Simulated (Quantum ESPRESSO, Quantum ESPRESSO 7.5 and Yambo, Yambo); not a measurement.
# Excitons of Ta2O5 (Pmmm): kernels and approximations

Aim: the absorption spectrum of Ta2O5 (Pmmm) with electron-hole interaction, and what each part of the kernel does.

Main program and level: Quantum ESPRESSO 7.5 and Yambo 5.3.0; PBE and many-body steps on it, plane waves.

### 1. Set-up

It takes space group Pmmm (No. 47, orthorhombic). The conventional cell has a = 3.677 Å, b = 3.897 Å, c = 6.217 Å, α = 90.00°, β = 90.00°, γ = 90.00°. Ta has 6 O at 1.95 to 2.16 Å nearest. Nearest to Ta lie 6 O at 1.84 to 1.98 Å. O has 3 Ta at 1.98 to 2.16 Å nearest. Nearest to O lie 2 Ta at 1.95 Å. O has 2 Ta at 1.84 Å nearest. Nearest to O lie 2 Ta at 1.95 Å. Farther neighbours and most contacts between anions are not listed.

The cell and positions come from the Crystallography Open Database and are kept as given unless a step says otherwise. Spin-orbit coupling is left out unless a step names it.

### 2. Empty states on the mesh, 4×4×2 mesh, 89 bands

This step: Quantum ESPRESSO 7.5; DFT, PBE, plane waves, norm-conserving pseudopotentials.

The sums over transitions need many empty states on a uniform mesh; this step solves for them.

pw.in reads:

```
&control
  calculation = 'nscf'
  prefix = 'x'
  outdir = 'o'
  pseudo_dir = 'pseudo'
/
&system
  ibrav = 0
  nat = 7
  ntyp = 2
  ecutwfc = 72.0
  nbnd = 89
  force_symmorphic = .true.
/
&electrons
  conv_thr = 1e-9
  electron_maxstep = 80
  diago_full_acc = .true.
  diago_thr_init = 5e-6
/
ATOMIC_SPECIES
  Ta 180.95 Ta.upf
  O 15.999 O.upf
CELL_PARAMETERS angstrom
  3.6770000000 0.0000000000 0.0000000000
  0.0000000000 3.8970000000 0.0000000000
  0.0000000000 0.0000000000 6.2170000000
ATOMIC_POSITIONS crystal
  Ta 0.5000000000 0.0000000000 0.5000000000
  Ta 0.0000000000 0.0000000000 0.0000000000
  O 0.0000000000 0.0000000000 0.3190000000
  O 0.0000000000 0.0000000000 0.6810000000
  O 0.5000000000 0.5000000000 0.5000000000
  O 0.5000000000 0.0000000000 0.0000000000
  O 0.0000000000 0.5000000000 0.0000000000
K_POINTS automatic
  4 4 2 0 0 0
```

Started as:

```console
> OMP_NUM_THREADS=1 mpirun -n 4 pw.x -nk 4 -in pw.in > pw.out
```

Output:

```text
Program PWSCF v.7.5 starts

     This program is part of the open-source Quantum ESPRESSO suite
     for quantum simulation of materials; please cite
         "P. Giannozzi et al., J. Phys.:Condens. Matter 21 395502 (2009);
         "P. Giannozzi et al., J. Phys.:Condens. Matter 29 465901 (2017);
         "P. Giannozzi et al., J. Chem. Phys. 152 154105 (2020);
     in publications or presentations arising from this work. More details at

     Atomic positions and unit cell read from directory:
     o/x.save/

     Message from routine setup:
[...]
48.1130

          k = 0.0000 0.2359 0.0000 (  6216 PWs)   bands (ev):

[...]
39.9297  40.6050  40.8368  41.6019  41.7278  43.3461  43.4851  44.8190
    45.9231  45.9313  47.2145  47.4251  47.5554  47.5670  47.8715  48.3198
    48.7695

          k = 0.0000 0.2359-0.2957 (  6194 PWs)   bands (ev):

     [... further k-points ...]

     highest occupied, lowest unoccupied level (ev):     9.1728    9.3950

     XML data file, pseudopotentials, collected wavefunctions

=------------------------------------------------------------------------------=
   JOB DONE.
=------------------------------------------------------------------------------=
```

It took 22 s on 4 MPI ranks of Arm Neoverse V1, shared host; peak memory 0.44 GiB.

This step gave:

```
gap                                                           : 0.2222 eV
k of the valence top                                          : -0.5, -0.5, -0.5
k of the conduction bottom                                    : -0.5, 0, 0
least direct gap                                              : 0.4001 eV
k points computed                                             : 18
lowest point of the top converged band, above the valence top : 36.83 eV
```

On this mesh the gap is 0.222 eV.

The density comes from a self-consistent run that is not shown.

### 3. Conversion and set-up

This step: Yambo 5.3.0; conversion and set-up on PBE, plane waves, norm-conserving pseudopotentials.

The states are converted to the many-body program's format and the q mesh is built.

Started as:

```console
> (cd o/x.save; p2y > p2y.log; mv SAVE ../..); yambo > setup.log
```

Output:

```text
 Yambo, version 5.3.0

 [02] CORE Variables Setup
 =========================

  [02.01] Unit cells
  ==================

  Cell kind             :  Unknown
  Atoms in the cell     :  Ta  O
  number of Ta atoms    :  2
  number of O  atoms    :   5

  List of atomic masses
  Mass of Ta    :  180.9500
  Mass of O     :  15.99900

  List of atomic coordinates    : [cc]
  Ta1       :  3.474261  0.000000  5.874214  order 1
  Ta2       :  0.000000  0.000000  0.000000  order 2
  O1       :  0.000000  0.000000  3.747748  order 3
  O2       :  0.000000  0.000000  8.000679  order 4
[...]
K/Q-points units:
 rlu = crystal or reduced units; cc = cartesian coordinates; iku = interal k-units

 Q [ 1]         [rlu]:  0.000000  0.000000  0.000000
 Q [ 2]         [rlu]:  0.000000  0.000000 -0.500000
 Q [ 3]         [rlu]:  0.000000  0.250000  0.000000
[...]
Q [ 8]         [rlu]:  0.250000  0.000000 -0.500000
 Q [ 9]         [rlu]:  0.250000  0.250000  0.000000
 Q [10]         [rlu]:  0.250000  0.250000 -0.500000
     [... 6 further rows ...]
 Q [17]         [rlu]: -0.500000 -0.500000  0.000000
 Q [18]         [rlu]: -0.500000 -0.500000 -0.500000

  [03.01] X indexes
  =================

   [03.01.01] Sigma indexes
   ========================

 [06] Game Over & Game summary
```

The job ended after 3 s (1 MPI rank; peak memory 0.25 GiB).

### 4. Screening and self-energy, 4×4×2 mesh, 89 bands, screening to 81.6 eV

Now the one-shot GW correction: screening in the RPA, then the self-energy of the levels asked for.

This step: G0W0 on PBE, plane waves, norm-conserving pseudopotentials.

gw1.in reads:

```
HF_and_locXC
gw0
dyson
ppa
em1d
rim_cut
RandQpts= 1000000
RandGvec= 1 RL
EXXRLvcs= 72 Ry
VXCRLvcs= 288 Ry
Chimod= "HARTREE"
% BndsRnXp
 1 | 89 |
%
NGsBlkXp= 6 Ry
% LongDrXp
 1 | 1 | 1 |
%
% GbndRnge
 1 | 89 |
%
DysSolver= "n"
ExtendOut
PPAPntXp= 27.21138 eV
% QPkrange
 1 | 18 | 22 | 33 |
%
```

Started as:

```console
> OMP_NUM_THREADS=1 mpirun -n 4 yambo -F gw1.in -J gw1 -C gw1 > gw1.log
```

Output:

```text
 Yambo, version 5.3.0

 [02] CORE Variables Setup
 =========================

  [... cell, symmetries and grids as in the set-up ...]

  [02.05] Energies & Occupations
  ==============================

  [X] === General ===
  [X] Electronic Temperature                        :  0.000000  0.000000 [eV K]
  [X] Bosonic    Temperature                        :  0.000000  0.000000 [eV K]
  [X] Finite Temperature mode                       : no
  [X] El. density                                   :  0.62861E+24 [cm-3]
[...]
Sx RL components                                 :   6211

   QP @ state[ 1 ] K range                          :   1  18
   QP @ state[ 1 ] b range                          :   22   33
   GF energies kind                                 : Perdew, Burke & Ernzerhof(X)+Perdew, Burke & Ernzerhof(C)
   GF WF`s kind                                     : Perdew, Burke & Ernzerhof(X)+Perdew, Burke & Ernzerhof(C)
   Xs energies kind                                 : Perdew, Burke & Ernzerhof(X)+Perdew, Burke & Ernzerhof(C)
   Xs WF`s kind                                     : Perdew, Burke & Ernzerhof(X)+Perdew, Burke & Ernzerhof(C)

 [11] Game Over & Game summary
```

Elapsed: 6.6 min, on 4 MPI ranks; peak memory 3.5 GiB; 26 min of CPU time.

Numbers from this step:

```
G0W0 gap on the mesh                         : 1.267 eV
starting gap on the mesh                     : 0.2222 eV
k of the valence top                         : -0.5, -0.5, -0.5
k of the conduction bottom                   : 0, 0, 0
least direct G0W0 gap on the computed points : 1.518 eV
```

The gap on the mesh goes from 0.22 eV to 1.27 eV, a correction of +1.04 eV.

The gap opens by 1.045 eV; the next steps shift the empty bands rigidly by 1.118 eV, the correction at the start's least direct gap.

### 5. Excitons

Optical absorption needs the electron-hole interaction, solved here in a basis of vertical transitions on the mesh.

This step: Bethe-Salpeter equation on PBE with a scissors shift, plane waves, norm-conserving pseudopotentials.

bse3.in reads:

```
optics
bss
bse
em1s
dipoles
rim_cut
RandQpts= 1000000
RandGvec= 1 RL
Chimod= "HARTREE"
BSKmod= "SEX"
BSEmod= "resonant"
BSSmod= "d"
BSENGexx= 30 Ry
BSENGBlk= 6 Ry
% BSEQptR
 1 | 1 |
%
% BSEBands
 17 | 34 |
%
% BEnRange
 0 | 7 | eV
%
% BDmRange
 0.1 | 0.1 | eV
%
BEnSteps= 141
% BLongDir
 1 | 0 | 0 |
%
% BndsRnXs
 1 | 56 |
%
NGsBlkXs= 6 Ry
% LongDrXs
 1 | 1 | 1 |
%
% KfnQP_E
 1.118 | 1.0 | 1.0 |
%
WRbsWF
```

Started as:

```console
> OMP_NUM_THREADS=1 mpirun -n 4 yambo -F bse3.in -J bse3 -C bse3 > bse3.log
```

Output:

```text
 Yambo, version 5.3.0

 [02] CORE Variables Setup
 =========================

  [... cell, symmetries and grids as in the set-up ...]

  [02.05] Energies & Occupations
  ==============================

  [X] === General ===
  [X] Electronic Temperature                        :  0.000000  0.000000 [eV K]
  [X] Bosonic    Temperature                        :  0.000000  0.000000 [eV K]
  [X] Finite Temperature mode                       : no
  [X] El. density                                   :  0.62861E+24 [cm-3]
  [X] Fermi Level                                   :  9.172840 [eV]

  [X] === Gaps and Widths ===
  [X] Conduction Band Min                           :  0.222182 [eV]
  [X] Valence Band Max                              :  0.000000 [eV]
  [X] Filled Bands                                  :  28
  [X] Empty Bands                                   :   29   89
  [X] Direct Gap                                    :  0.400134 [eV]
  [X] Direct Gap localized at k                     :  17
  [X] Indirect Gap                                  :  0.222182 [eV]
  [X] Indirect Gap between kpts                     :  18  13
  [X] Last valence band width                       :  1.349068 [eV]
  [X] 1st conduction band width                     :  1.212872 [eV]

 [03] Transferred momenta grid and indexing
 ==========================================

 [BZ sampling] Q-grid is User defined and/or read from the database

 IBZ Q-points                                      :  18
 BZ  Q-points                                      :   32

 K/Q-points units:
 rlu = crystal or reduced units; cc = cartesian coordinates; iku = interal k-units

 Q [ 1]         [rlu]:  0.000000  0.000000  0.000000
 Q [ 2]         [rlu]:  0.000000  0.000000 -0.500000
 Q [ 3]         [rlu]:  0.000000  0.250000  0.000000
 Q [ 4]         [rlu]:  0.000000  0.250000 -0.500000
 Q [ 5]         [rlu]:  0.000000 -0.500000  0.000000
 Q [ 6]         [rlu]:  0.000000 -0.500000 -0.500000
 Q [ 7]         [rlu]:  0.250000  0.000000  0.000000
 Q [ 8]         [rlu]:  0.250000  0.000000 -0.500000
 Q [ 9]         [rlu]:  0.250000  0.250000  0.000000
 Q [10]         [rlu]:  0.250000  0.250000 -0.500000
     [... 6 further rows ...]
 Q [17]         [rlu]: -0.500000 -0.500000  0.000000
 Q [18]         [rlu]: -0.500000 -0.500000 -0.500000

  [03.01] X + BSE indexes
  =======================

   [03.01.01] Sigma indexes
   ========================

 [04] Coloumb potential Random Integration (RIM)
 ===============================================

  [04.01] RIM initialization
  ==========================

  * Diagonal components only detected *

  8 x (sBL volume)        :  0.103152 [a.u.]
  sBZ random points       :  1000000
  Points outside the sBZ  :   7992674
  RL volume               :  0.412608 [a.u.]
  Integrated volume       :  0.412987 [a.u.]

  [04.02] RIM integrals
  =====================

  Gamma point sphere radius             :  0.085070 [a.u.]
  Points outside the sphere             :   799839
  [Int_sBZ(q=0) 1/q^2]*(Vol_sBZ)^(-1/3) =:  7.642010
                                 should be <:  7.795600

  Summary of Coulomb integrals for non-metallic bands |Q|[au] RIM/Bare

  Q [1] 0.100000E-4 0.980298 * Q [3] 0.213300 0.990317
  Q [7] 0.226062 1.023848 * Q [2] 0.267405 1.120600
  Q [9] 0.310807 1.027028 * Q [4] 0.342056 1.063911
  Q [8] 0.350157 1.066593 * Q [10] 0.410008 1.040045
  Q [5] 0.426600 1.003539 * Q [13] 0.452124 1.013264
  Q [11] 0.482795 1.006801 * Q [15] 0.499913 1.011680
  Q [6] 0.503481 1.015000 * Q [14] 0.525282 1.019074
  Q [12] 0.551903 1.012815 * Q [16] 0.566938 1.015457
  Q [17] 0.621613 1.006584 * Q [18] 0.676690 1.008481

 [05] External/Internal QP corrections
 =====================================

 [QP_apply] Action to be applied: USER defined scissor

  [05.01]  QP corrections report
  ==============================

  [K+QP] === General ===
  [K+QP] Electronic Temperature                     :  0.000000  0.000000 [eV K]
  [K+QP] Bosonic    Temperature                     :  0.000000  0.000000 [eV K]
[...]
[K+QP] Direct Gap                                 :  1.518134 [eV]
  [K+QP] Direct Gap localized at k                  :  17
  [K+QP] Indirect Gap                               :  1.340182 [eV]
  [K+QP] Indirect Gap between kpts                  :  18  13
  [K+QP] Last valence band width                    :  1.349068 [eV]
  [K+QP] 1st conduction band width                  :  1.212872 [eV]

  [coarse-grid] Minimum Bare Gap        [ev]:  0.222182
  [coarse-grid] Minimum Gap Correction  [ev]:  1.118000

  Eqp @ K [ 1]
  -70.26544 -67.54702 -36.79634 -36.52491 -36.42435 -34.42114 -34.33573 -33.99929
  -19.42004 -18.81297 -18.64503 -17.25811 -16.91281  -7.32578  -6.23728  -4.10296
  -3.934873 -3.887105 -3.512682 -2.943129 -2.857380 -2.450227 -2.273842 -1.979974
  -1.605006 -0.925227 -0.869674 -0.654991  1.488805  1.897802  2.257933  3.348618
    3.55283   4.82531   6.13672   7.00440   7.68205   8.99245  10.05727  10.29841
   11.69178  12.68690  15.11620  15.36001  16.28469  16.49527  16.82978  17.81452
[...]
Eqp @ K [ 2]
[...]
Eqp @ K [ 3]
[...]
Eqp @ K [ 4]
[...]
Eqp @ K [ 5]
[...]
Eqp @ K [ 6]
[...]
Eqp @ K [ 7]
[...]
Eqp @ K [ 8]
[...]
Eqp @ K [ 9]
[...]
-2.698351 -2.117437 -1.266545 -0.727767  2.436372  3.256557  3.732881  5.100762
     [... 49 further rows ...]
   12.95520  13.29152  13.85649  14.25685  15.73464  17.00973  17.39317  17.46707
   17.82553  18.10858  19.06649  19.92441  20.44649  20.78210  21.03278  22.58503

 [06] Dipoles
 ============

  [06.01] Setup: observables and procedures
  =========================================

  [WARNING] [x,Vnl] slows the Dipoles computation. To neglect it rename the ns.kb_pp file

  [WARNING] [r,Vnl^pseudo] included in position and velocity dipoles.

  [WARNING] In case H contains other non local terms, these are neglected

 [07] Static Dielectric Matrix
 =============================

 [WR./bse3//ndb.em1s]------------------------------------------------------------
  Brillouin Zone Q/K grids (IBZ/BZ)                :   18   32   18   32
  RL vectors                                       :   7763 [WF]
  Coulomb cutoff potential                         : none
  Electronic Temperature                           :  0.000000 [K]
  Bosonic    Temperature                           :  0.000000 [K]
  Static diel. fun.  energies                      : Perdew, Burke & Ernzerhof(X)+Perdew, Burke & Ernzerhof(C)
  wavefunctions                                    : Perdew, Burke & Ernzerhof(X)+Perdew, Burke & Ernzerhof(C)
  Global Gauge                                     : length
  X matrix size                                    :  149
  X band range                                     :    1   56
  X e/h energy range                               : -1.000000 -1.000000 [eV]
  X Time ordering                                  : T
  X Hxc Kernel                                     : HARTREE
  X Drude frequency                                :  0.000000  0.000000
  X poles                                          :  100.0000 [o/o]
  RL vectors in the sum                            :   7763
  [r,Vnl] included                                 : yes
  Field direction                                  :  0.577350E-5  0.577350E-5  0.577350E-5
  BZ energy Double Grid                            : no
  BZ energy DbGd points                            : 0
  BZ Q point size factor                           : -1.000000
  X Optical Averaged directions                    : none

 [08] Bethe Salpeter Equation driver
 ===================================

  [08.01] Bethe Salpeter Equation @q1
  ===================================

   [08.01.01] Transition pre-analysis @q1
   ======================================

   [08.01.02] Transition Groups build-up @q1
   =========================================

   [BSK] Transition groups (total):   36
   [BSK] Size (resonant):  2304
   [BSK]         (total):  2304
   [BSK] N. of matrices :  1

   [08.01.03] Loading Dipoles @q1
   ==============================

   [08.01.04] Independent Particles properties @q1
   ===============================================

   ==========================================================

   [BSE] Exchange components :  1673
   [BSE] Correlation components :   149   485

    [08.01.05.01] Screened interaction header I/O
    =============================================

    [08.01.05.02] Main kernel loop
    ==============================

    [08.01.05.03] Wave-Function Phases
    ==================================

    [BSE] WF phases found       :  52.08333 [o/o]

   [08.01.06] BSE solver(s) @q1
   ============================

   [08.01.07] Diago Solver @q1
   ===========================

 [11] Game Over & Game summary
```

Elapsed: 2 min, on 4 MPI ranks; peak memory 1.6 GiB.

This step gave:

| Item | Value |
| --- | --- |
| transitions in the window | 2304 |
| direct gap of the transition levels | 1.518 eV |
| lowest state | 1.197 eV |
| first strong exciton (over a fiftieth of the strongest listed) | 1.824 eV |
| binding of the lowest state below the direct gap | 0.3214 eV |
| Coulomb term of one mesh cell | 0.3828 eV |

The binding is 0.84 times the screened Coulomb term of one mesh cell (0.38 eV), so it is not shown settled.

The lowest state lies at 1.197 eV, 0.321 eV under the direct gap.

Lines within 3 meV are set at the lowest of them, and the highest group, which the list may cut short, is left out. Exciton lines, with heights relative to the strongest:

| position (eV) | lines merged | strength, relative |
| --- | --- | --- |
| 1.197 | 1 | 0.0 |
| 1.720 | 1 | 0.0 |
| 1.787 | 1 | 0.0 |
| 1.824 | 1 | 52 |
| 1.832 | 1 | 0.0 |
| 1.932 | 1 | 0.0 |
| 2.037 | 1 | 0.0 |
| 2.064 | 2 | 0.0 |
| 2.102 | 1 | 0.0 |
| 2.128 | 1 | 0.0 |
| 2.149 | 2 | 0.0 |
| 2.171 | 1 | 0.0 |
| 2.190 | 1 | 100 |
| 2.240 | 1 | 0.0 |
| 2.244 | 1 | 0.0 |
| 2.261 | 1 | 0.0 |
| 2.266 | 1 | 0.0 |
| 2.269 | 2 | 0.8 |
| 2.290 | 1 | 45 |
| 2.297 | 1 | 0.0 |

The ε₂ has structure finer than the step of the table below, so its rows give means over 0.2 eV, whole bins alone (the curve runs from 0 to 7 eV). Peaks (eV: height): BSE 3.45: 5.97, 3.85: 7.46, 4.30: 10.9, 5.40: 7.67, 6.10: 16.1; no electron-hole interaction 4.85: 7.68, 5.85: 5.19, 6.80: 14.2.

Field along x; broadening 0.1 eV; transition window only. Limits: finite bands, cutoff and mesh; no spin-orbit coupling; coarse k mesh; exciton not shown settled in the k mesh. The ε₂ by photon energy; means over each step:

| photon energy (eV) | BSE | no electron-hole interaction |
| --- | --- | --- |
| 0.2 | 0.0454 | 0.0326 |
| 0.4 | 0.0508 | 0.0357 |
| 0.6 | 0.0575 | 0.0394 |
| 0.8 | 0.0662 | 0.0440 |
| 1.0 | 0.0781 | 0.0497 |
| 1.2 | 0.0962 | 0.0572 |
| 1.4 | 0.130 | 0.0677 |
| 1.6 | 0.232 | 0.0847 |
| 1.8 | 0.594 | 0.121 |
| 2.0 | 0.602 | 0.267 |
| 2.2 | 1.26 | 0.467 |
| 2.4 | 0.742 | 0.691 |
| 2.6 | 0.600 | 0.989 |
| 2.8 | 1.09 | 0.450 |
| 3.0 | 1.12 | 0.536 |
| 3.2 | 1.80 | 0.726 |
| 3.4 | 4.44 | 0.880 |
| 3.6 | 4.34 | 1.25 |
| 3.8 | 6.57 | 2.56 |
| 4.0 | 4.81 | 2.83 |
| 4.2 | 6.59 | 4.11 |
| 4.4 | 7.97 | 4.49 |
| 4.6 | 4.59 | 4.45 |
| 4.8 | 3.44 | 7.03 |
| 5.0 | 3.01 | 5.52 |
| 5.2 | 4.02 | 2.94 |
| 5.4 | 6.58 | 3.59 |
| 5.6 | 4.96 | 3.45 |
| 5.8 | 5.98 | 4.83 |
| 6.0 | 11.7 | 4.25 |
| 6.2 | 13.7 | 3.71 |
| 6.4 | 9.15 | 6.28 |
| 6.6 | 6.39 | 7.64 |
| 6.8 | 4.91 | 13.0 |

(Continued in part 2 of 3.)

[Paths, hosts, dates, memory and timing lines, banners, echoed tables and standing remarks are left out of the program output.]

[Logs are printed without paths, hosts, clocks, repeated set-up lines and the standing remarks that a program may print on its own settings, such as how far it seeks lower states.]

[Runs of the session that timed out or met a known fault of the program may be left out.]

[Hosts, paths, dates, database ids (printed as entryN), source tags and the programs' standing remarks are cut or masked in the printed files.]
